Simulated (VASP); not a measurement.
# Ir (Im-3m) in VASP: further runs

One crystal, Ir, is run at these levels: r2SCAN, r2SCAN+rVV10; tasks: relaxation of cell and atoms.

Everything below comes from runs of VASP 6.6.1. Logs are shortened: lines on timing, memory, paths and dates and some standing lists are left out, and cuts for length are marked.

## 1. The crystal as given

It takes space group Im-3m (No. 229, cubic). Conventional cell: a = 3.051 Å, b = 3.051 Å, c = 3.051 Å, α = 90.00°, β = 90.00°, γ = 90.00°. Ir (site symmetry m-3m) has 8 Ir at 2.64 Å as nearest neighbours.

This isn't the form of Ir at room conditions, which is fcc.

## 2. Relaxation of cell and atoms, r2SCAN

Input file INCAR:

```
PREC = Accurate
ENCUT = 600
EDIFF = 1E-7
ISMEAR = 0
SIGMA = 0.1
LREAL = False
LASPH = True
NELM = 60
ALGO = Normal
ISIF = 3
LWAVE = False
LCHARG = False
METAGGA = R2SCAN
LMIXTAU = True
IBRION = 2
NSW = 90
EDIFFG = -0.005
```

Input file KPOINTS:

```
regular mesh
0
Gamma
  20 20 20
```

Input file POSCAR:

```
Ir
1.0
   -1.5254903000      1.5254903000      1.5254903000
    1.5254903000     -1.5254903000      1.5254903000
    1.5254903000      1.5254903000     -1.5254903000
Ir
1
Direct
    0.0000000000      0.0000000000      0.0000000000
```

Potentials or basis: VASP PAW PBE potentials, release 64 (Ir).

Run with:

```bash
cat potpaw_PBE.64/Ir/POTCAR > POTCAR
mpirun -np 1 vasp_std > vasp.out
```

OUTCAR:

```text
PREC = Accurate
   ENCUT = 600
   EDIFF = 1E-7
   ISMEAR = 0
   LREAL = False
   LASPH = True
   NELM = 60
   ISIF = 3
   METAGGA = R2SCAN
   IBRION = 2
   NSW = 90
   EDIFFG = -0.005

 ion  position               nearest neighbor table
   1  0.000  0.000  0.000-

  LATTYP: Found a body centered cubic cell.
 ALAT       =     3.0509806000

  Lattice vectors:

 A1 = (  -1.5254903000,   1.5254903000,   1.5254903000)
 A2 = (   1.5254903000,  -1.5254903000,   1.5254903000)
 A3 = (   1.5254903000,   1.5254903000,  -1.5254903000)

Analysis of symmetry for initial positions (statically):
=====================================================================
 Subroutine PRICEL returns:
 Original cell was already a primitive cell.

 Routine SETGRP: Setting up the symmetry group for a
 body centered cubic supercell.

 Subroutine GETGRP returns: Found 48 space group operations
 (whereof 48 operations were pure point group operations)
 out of a pool of 48 trial point group operations.

The static configuration has the point symmetry O_h .

Analysis of symmetry for dynamics (positions and initial velocities):
=====================================================================
 Subroutine PRICEL returns:
 Original cell was already a primitive cell.

 Routine SETGRP: Setting up the symmetry group for a
 body centered cubic supercell.

 Subroutine GETGRP returns: Found 48 space group operations
 (whereof 48 operations were pure point group operations)
 out of a pool of 48 trial point group operations.

The dynamic configuration has the point symmetry O_h .

 Subroutine INISYM returns: Found 48 space group operations
 (whereof 48 operations are pure point group operations),
 and found     1 'primitive' translations

----------------------------------------------------------------------------------------

                                     Primitive cell

  volume of cell :      14.2000

  direct lattice vectors                    reciprocal lattice vectors
    -1.525490300  1.525490300  1.525490300     0.000000000  0.327763474  0.327763474
     1.525490300 -1.525490300  1.525490300     0.327763474  0.000000000  0.327763474
     1.525490300  1.525490300 -1.525490300     0.327763474  0.327763474  0.000000000

  length of vectors
     2.642226706  2.642226706  2.642226706     0.463527550  0.463527550  0.463527550

  position of ions in fractional coordinates (direct lattice)
     0.000000000  0.000000000  0.000000000

  ion indices of the primitive-cell ions
   primitive index   ion index
                 1           1

----------------------------------------------------------------------------------------

 KPOINTS: regular mesh

Automatic generation of k-mesh.
 Grid dimensions read from file:
 generate k-points for:   20   20   20

 Generating k-lattice:

  Cartesian coordinates                     Fractional coordinates (reciprocal lattice)
     0.000000000  0.016388174  0.016388174     0.050000000  0.000000000  0.000000000
     0.016388174  0.000000000  0.016388174     0.000000000  0.050000000  0.000000000
     0.016388174  0.016388174  0.000000000     0.000000000  0.000000000  0.050000000

  Length of vectors
     0.023176377  0.023176377  0.023176377

  Shift w.r.t. Gamma in fractional coordinates (k-lattice)
     0.000000000  0.000000000  0.000000000

 Subroutine IBZKPT returns following result:
 ===========================================

 Found    256 irreducible k-points:

 Following reciprocal coordinates:
            Coordinates               Weight
  0.000000  0.000000  0.000000      1.000000
  0.050000  0.000000  0.000000     12.000000
  0.100000  0.000000  0.000000     12.000000
  0.150000  0.000000  0.000000     12.000000
  0.200000  0.000000  0.000000     12.000000
  0.250000  0.000000  0.000000     12.000000
[... 16 lines left out ...]
  0.200000  0.100000  0.000000     48.000000
  0.250000  0.100000  0.000000     48.000000
 [... further k-points ...]
   k-points           NKPTS =    256   k-points in BZ     NKDIM =    256   number of bands    NBANDS=      8
   number of dos      NEDOS =    301   number of ions     NIONS =      1
   total plane-waves  NPLWV =  13824
   dimension x,y,z NGX =    24 NGY =   24 NGZ =   24
   dimension x,y,z NGXF=    48 NGYF=   48 NGZF=   48
   ions per type =               1
   NGX,Y,Z   is equivalent  to a cutoff of  15.10, 15.10, 15.10 a.u.
   NGXF,Y,Z  is equivalent  to a cutoff of  30.20, 30.20, 30.20 a.u.
 SYSTEM =  unknown system
   PREC   = accura    normal or accurate (medium, high low for compatibility)
   ISTART =      0    job   : 0-new  1-cont  2-samecut
   ICHARG =      2    charge: 1-file 2-atom 10-const
   ISPIN  =      1    spin polarized calculation?
   LNONCOLLINEAR =      F non collinear calculations
   LSORBIT =      F    spin-orbit coupling
   LASPH  =      T    aspherical Exc in radial PAW
   ENCUT  =  600.0 eV  44.10 Ry    6.64 a.u.   5.28  5.28  5.28*2*pi/ulx,y,z
   NELM   =     60;   NELMIN=  2; NELMDL= -5     # of ELM steps
   EDIFF  = 0.1E-06   stopping-criterion for ELM
   LREAL  =      F    real-space projection
   EDIFFG = -.5E-02   stopping-criterion for IOM
   NSW    =     90    number of steps for IOM
   IBRION =      2    ionic relax: 0-MD 1-quasi-New 2-CG
   NFREE  =      1    steps in history (QN), initial steepest desc. (CG)
   ISIF   =      3    stress and relaxation
   ISYM   =      2    0-nonsym 1-usesym 2-fastsym
   POTIM  = 0.5000    time-step for ionic-motion
   TEBEG  =    0.0;   TEEND  =   0.0 temperature during run
   PSTRESS=    0.0 pullay stress
   NELECT =       9.0000    total number of electrons
   NUPDOWN=      -1.0000    fix difference up-down
   EMIN   =  10.00;   EMAX   =-10.00  energy-range for DOS
   EFERMI =   0.00;   METHOD = LEGACY
   ISMEAR =     0;   SIGMA  =   0.10  broadening in eV -4-tet -1-fermi 0-gaus
   EFERMI_NEDOS =   21; number of points for ismear=-14 and -15
   IALGO  =     38    algorithm
   IMIX   =      4    mixing-type and parameters
     AMIX     =   0.40;   BMIX     =  1.00
     AMIX_MAG =   1.60;   BMIX_MAG =  1.00
  volume/ion in A,a.u.               =      14.20        95.83
  Fermi-wavevector in a.u.,A,eV,Ry     =   1.406240  2.657409 26.905683  1.977512
  Thomas-Fermi vector in A             =   2.528621
   LORBIT       =      0    0 simple, 1 ext, 2 COOP (PROOUT), +10 PAW based schemes
   METAGGA = R2SCAN    functional components
   LHFCALC =     F    Hartree Fock is set to
   AEXX    =    0.0000 exact exchange contribution
   IVDW    =     0    specifies the selected vdW correction
   LEPSILON=     F    determine dielectric tensor
   LRPA    =     F    only Hartree local field effects (RPA)
 conjugate gradient relaxation of ions
 non-spin polarized calculation
 Gauss-broadening in eV      SIGMA  =   0.10
  energy-cutoff  :      600.00
  volume of cell :       14.20
 maximum number of plane-waves:       490
 NGX is ok and might be reduce to    24

--------------------------------------- Ionic step        1  -------------------------------------------

 number of electron       9.0000000 magnetization

 Free energy of the ion-electron system (eV)
  ---------------------------------------------------
  ext. energy  EPLUGINS =         0.00000000
  ---------------------------------------------------
  free energy    TOTEN  =       -51.66272273 eV

  energy without entropy =      -51.64914622  energy(sigma->0) =      -51.65593447

------------------------ aborting loop because EDIFF is reached ----------------------------------------

  FORCE on cell =-STRESS in cart. coord.  units (eV):
  Direction    XX          YY          ZZ          XY          YZ          ZX
  --------------------------------------------------------------------------------------
  -------------------------------------------------------------------------------------
  Total        1.4003096      1.4003096      1.4003096      0.0000000      0.0000000      0.0000000
  in kB      157.9960759    157.9960759    157.9960759      0.0000000      0.0000000      0.0000000
  external PRESSURE =     157.9960759 kB  Pullay stress =       0.0000000 kB
[... 86 lines left out ...]
  FREE ENERGIE OF THE ION-ELECTRON SYSTEM (eV)
  ---------------------------------------------------
  free  energy   TOTEN  =       -51.6914491629 eV

  energy  without entropy=      -51.6771683540  energy(sigma->0) =      -51.68430876

[... ionic steps 4 to 12 ...]

--------------------------------------- Ionic step       13  -------------------------------------------

 number of electron       9.0000000 magnetization

------------------------ aborting loop because EDIFF is reached ----------------------------------------

  FORCE on cell =-STRESS in cart. coord.  units (eV):
  Direction    XX          YY          ZZ          XY          YZ          ZX
  --------------------------------------------------------------------------------------
  -------------------------------------------------------------------------------------
  Total        0.0124432      0.0124432      0.0124432     -0.0000000     -0.0000000      0.0000000
  in kB        1.3462837      1.3462837      1.3462837     -0.0000000     -0.0000000      0.0000000
  external PRESSURE =       1.3462837 kB  Pullay stress =       0.0000000 kB
[... 55 lines left out ...]
  energy  without entropy=      -51.6773588695  energy(sigma->0) =      -51.68447431

--------------------------------------- Ionic step       15  -------------------------------------------

 number of electron       9.0000000 magnetization

 Free energy of the ion-electron system (eV)
  ---------------------------------------------------
  ext. energy  EPLUGINS =         0.00000000
  ---------------------------------------------------
  free energy    TOTEN  =       -51.69159061 eV

  energy without entropy =      -51.67735658  energy(sigma->0) =      -51.68447359

 E-fermi :   9.1501     XC(G=0): -14.9897

 val. band max:        9.1467008623   @ k =  -0.2000   0.2000   0.1000
 cond. band min:       9.1536711878   @ k =  -0.3000   0.3500   0.0500
 fundamental gap:      0.0069703256
 Fermi energy:         9.1500609670

 k-point     1 :       0.0000    0.0000    0.0000
  band No.  band energies     occupation
      1      -1.6085      2.00000
      2       5.5680      2.00000
      3       5.5680      2.00000
      4       5.5680      2.00000
      5       8.6013      2.00000
      6       8.6013      2.00000
      7      27.0767      0.00000
      8      27.0767      0.00000
[... 243 lines left out ...]
 k-point    24 :       0.2500    0.1000    0.0000
  band No.  band energies     occupation
      1       1.6348      2.00000
      2       4.3459      2.00000
      3       5.3297      2.00000
      4       8.0090      2.00000
      5       8.9787      1.98463
      6       9.4510      0.00002
      7      23.3095      0.00000
      8      25.4242      0.00000

 [... further k-points ...]

------------------------ aborting loop because EDIFF is reached ----------------------------------------

  FORCE on cell =-STRESS in cart. coord.  units (eV):
  Direction    XX          YY          ZZ          XY          YZ          ZX
  --------------------------------------------------------------------------------------
  -------------------------------------------------------------------------------------
  Total        0.0033871      0.0033871      0.0033871      0.0000000      0.0000000      0.0000000
  in kB        0.3663600      0.3663600      0.3663600      0.0000000      0.0000000      0.0000000
  external PRESSURE =       0.3663600 kB  Pullay stress =       0.0000000 kB
[... 16 lines left out ...]
  FREE ENERGIE OF THE ION-ELECTRON SYSTEM (eV)
  ---------------------------------------------------
  free  energy   TOTEN  =       -51.6915906057 eV

  energy  without entropy=      -51.6773565817  energy(sigma->0) =      -51.68447359

 reached required accuracy - stopping structural energy minimisation
```

Run time: 6.1 min. Hardware: 1 thread of Intel Xeon 6975P-C (Granite Rapids), shared host; peak memory 0.2 GiB.

Results:

| Item | Value |
| --- | --- |
| Free energy | -51.6916 eV |
| Relaxed volume | 14.81 Å³/atom |
| Relaxed cell | a = 2.680 Å, b = 2.680 Å, c = 2.680 Å, α = 109.47°, β = 109.47°, γ = 109.47° |
| Space group after relaxing (to 0.05 Å) | Im-3m (No. 229) |
| Energy gained by relaxing | 28.9 meV/atom |
| Ionic steps | 15 |
| Pressure after relaxing | 0.0 GPa |
| Band gap on the k mesh | none (metal or under the smearing width) |

Step by step:
```
step  energy change (eV)  largest force (eV/Å)  pressure (GPa)  volume (Å³)
   1              0.0000                0.0000           15.80        14.20
   2              0.2831                0.0000          -34.54        17.28
   3             -0.0287                0.0000           -0.98        14.86
   4             -0.0289                0.0000           -0.07        14.82
   5             -0.0289                0.0000            0.21        14.80
   6             -0.0289                0.0000            0.20        14.81
   7             -0.0289                0.0000            0.17        14.81
   8             -0.0289                0.0000            0.17        14.81
   9             -0.0289                0.0000            0.17        14.81
  10             -0.0289                0.0000            0.16        14.81
  11             -0.0289                0.0000            0.16        14.81
  12             -0.0289                0.0000            0.16        14.81
  13             -0.0289                0.0000            0.13        14.81
  14             -0.0289                0.0000            0.11        14.81
  15             -0.0289                0.0000            0.04        14.81
```

Final structure:
```yaml
crystal:
  lattice:
    - [-1.54711, 1.54711, 1.54711]
    - [1.54711, -1.54711, 1.54711]
    - [1.54711, 1.54711, -1.54711]
  atoms:
    - { symbol: Ir, position: [0.00000, 0.00000, 0.00000] }
```

Caveat: the PAW data sets were made with another functional, which shifts forces and pressure a little. Spin-orbit coupling is left out, which matters for the levels of Ir.

## 3. Relaxation of cell and atoms, r2SCAN+rVV10

INCAR, as its differences from that of step 2:

```diff
@@ -14,2 +14,6 @@
 LMIXTAU = True
+LUSE_VDW = True
+IVDW_NL = 2
+BPARAM = 11.95
+CPARAM = 0.0093
 IBRION = 2
```

KPOINTS is that of step 2.

POSCAR is that of step 2.

Potentials or basis: VASP PAW PBE potentials, release 64 (Ir).

Run with:

```bash
cat potpaw_PBE.64/Ir/POTCAR > POTCAR
mpirun -np 1 vasp_std > vasp.out
```

Run time: 3.6 min. Hardware: 1 thread of Intel Xeon 6975P-C (Granite Rapids), shared host; peak memory 0.27 GiB.

The run converged. Its results:

```
Free energy                            : -51.5581 eV
Relaxed volume                         : 14.74 Å³/atom
Relaxed cell                           : a = 2.675 Å, b = 2.675 Å, c = 2.675 Å, α = 109.47°, β = 109.47°, γ = 109.47°
Space group after relaxing (to 0.05 Å) : Im-3m (No. 229)
Energy gained by relaxing              : 22.4 meV/atom
Ionic steps                            : 4
Pressure after relaxing                : 0.0 GPa
Band gap on the k mesh                 : none (metal or under the smearing width)
```

Step by step:
```tsv
step	energy change (eV)	largest force (eV/Å)	pressure (GPa)	volume (Å³)
1	0.0000	0.0000	13.95	14.20
2	0.2338	0.0000	-32.98	16.89
3	-0.0223	0.0000	-0.78	14.77
4	-0.0224	0.0000	-0.04	14.74
```

Final structure:
```
Ir
1.0
    -1.54452    1.54452    1.54452
     1.54452   -1.54452    1.54452
     1.54452    1.54452   -1.54452
Ir
1
Direct
  0.00000 0.00000 0.00000
```

Levels at points of the mesh, in eV from the Fermi level:
```tsv
k point	band 1	band 2	band 3	band 4	band 5	band 6	band 7	band 8
(0.00, 0.00, 0.00)	-10.84	-3.61	-3.61	-3.61	-0.56	-0.56	17.90	17.90
(0.50, 0.00, 0.00)	-7.61	-5.48	-0.72	-0.05	0.00	2.32	8.26	13.79
(0.50, 0.50, 0.50)	-7.16	-7.16	1.61	1.61	1.61	8.33	8.33	8.33
```

Caveat: the PAW data sets were made with another functional, which shifts forces and pressure a little. The run has no spin-orbit coupling, so splittings on Ir are missing.

[end of part 1 of 2]
